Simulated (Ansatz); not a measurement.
Set up this calculation in Ansatz 0.2.0, as the native input.

```yaml
Task: single point
Functional: PBEsol
Potentials_or_basis: Ansatz PAW
Cutoff: "420 eV (not typed: the program's choice for these potentials)"
k_mesh: 8 × 8 × 6
Occupations: fermi-dirac, width 0.05 eV
Spin: collinear spin, random start
Starting_moments: "[0.0, 0.0, 0.95, 3.35, 3.27, 1.5] μB"
```

The system is Fe2Ge.

```xyz
6
Lattice="4.1329 0.0000 0.0000 -2.0664 3.5792 0.0000 0.0000 0.0000 5.0088" Properties=species:S:1:pos:R:3 pbc="T T T"
Ge    0.0000    2.3861    3.7566
Ge    2.0664    1.1931    1.2522
Fe    0.0000    2.3861    1.2522
Fe    2.0664    1.1931    3.7566
Fe    0.0000    0.0000    2.5044
Fe    0.0000    0.0000    0.0000
```

The cell is a database's computed one.

One way to write it, as run:

input.yaml

```yaml
crystal:
  lattice:
    - [4.1328681392, 0.0, 0.0]
    - [-2.0664340696, 3.5791687991, 0.0]
    - [0.0, 0.0, 5.008752]
  atoms:
    - { symbol: Ge, position: [0.3333333333, 0.6666666667, 0.75] }
    - { symbol: Ge, position: [0.6666666667, 0.3333333333, 0.25] }
    - { symbol: Fe, position: [0.3333333333, 0.6666666667, 0.25], spin: 0.95 }
    - { symbol: Fe, position: [0.6666666667, 0.3333333333, 0.75], spin: 3.35 }
    - { symbol: Fe, position: [0.0, 0.0, 0.5], spin: 3.27 }
    - { symbol: Fe, position: [0.0, 0.0, 0.0], spin: 1.5 }
hamiltonian:
  xc: pbesol
  pseudopotentials: { kind: paw }
magnetization:
  spin_polarized: true
kpoints:
  mp_grid: { grid: [8, 8, 6] }
scf:
  occupations: { method: fermi_dirac, width: 0.05 }
output:
  forces: true
  stress: true
  eigenvalues: true
```

Potentials or basis: Ansatz PAW.

The run is started by

```console
$ ansatz run input.yaml --threads 2 --pin off --max-ram 5632MiB --backend cpu --events-out ev --progress --plain --runs-dir out
```

It gave:

```yaml
Pressure: -9.1 GPa
Band_gap_on_the_k_mesh: none (metal or under the smearing width)
Net_moment: 7.61 μB per cell
Absolute_moment: 8.19 μB per cell
Site_moments: Ge -0.06; Fe +1.47, +2.40 μB
```

Caveat: the PAW data sets come from PBE, with cores solved anew for the run's functional, which leaves a small shift of forces and pressure.

It took 53 s on 2 threads of Arm Neoverse V2 (shared host), peak memory 0.62 GiB.
